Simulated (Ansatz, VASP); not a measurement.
**Cd: VASP beside Ansatz**

The input INCAR:

```
SYSTEM = Cd
  PREC = Accurate
  ENCUT = 520
  EDIFF = 1E-6
  ISMEAR = 0
  SIGMA = 0.05
  LREAL = .FALSE.
  LASPH = .TRUE.
  NELM = 80
  ALGO = Fast
  ISIF = 2
  LWAVE = .FALSE.
  LCHARG = .FALSE.
  GGA = PE
  NBANDS = 12
```

The input KPOINTS:

```
regular mesh
0
G
  8 8 8
  0 0 0
```

Contents of POSCAR:

```
Cd
1.0
    0.0000000000      2.2514759564      2.2514759564
    2.2514759564      0.0000000000      2.2514759564
    2.2514759564      2.2514759564      0.0000000000
Cd
1
Direct
    0.0000000000      0.0000000000      0.0000000000
```

Input for Ansatz:

```yaml
crystal:
  lattice:
    - [0.0, 2.2514759564, 2.2514759564]
    - [2.2514759564, 0.0, 2.2514759564]
    - [2.2514759564, 2.2514759564, 0.0]
  atoms:
    - { symbol: Cd, position: [0.0, 0.0, 0.0] }
basis:
  ecutwfc: 420
  ecutrho_ratio: 4
kpoints:
  mp_grid: { grid: [8, 8, 8] }
hamiltonian:
  xc: pbe
scf:
  occupations: { method: gaussian, width: 0.05 }
output:
  forces: true
  stress: true
  eigenvalues: true
```

Alike in both runs: task single point; functional PBE; k mesh 8 × 8 × 8; occupations gaussian, width 0.05 eV; no spin polarisation.

```csv
,VASP,Ansatz
version,VASP 6.6.1,Ansatz 0.2.0
potentials or method,"VASP PAW PBE potentials, release 64 (Cd)","scalar-relativistic, plane waves, PAW"
plane-wave cutoff (eV),520,420
valence electrons in the cell,12,20
```

|  | VASP | Ansatz | Ansatz less VASP |
| --- | --- | --- | --- |
| gap on the k mesh at the Fermi level (eV) | none | none | - |
| pressure (GPa) | 0.3 | 0.1 | -0.29 |

A gap of «none» marks a metal or a gap that the smearing closes. The two sets of potentials don't hold the same shells in valence.
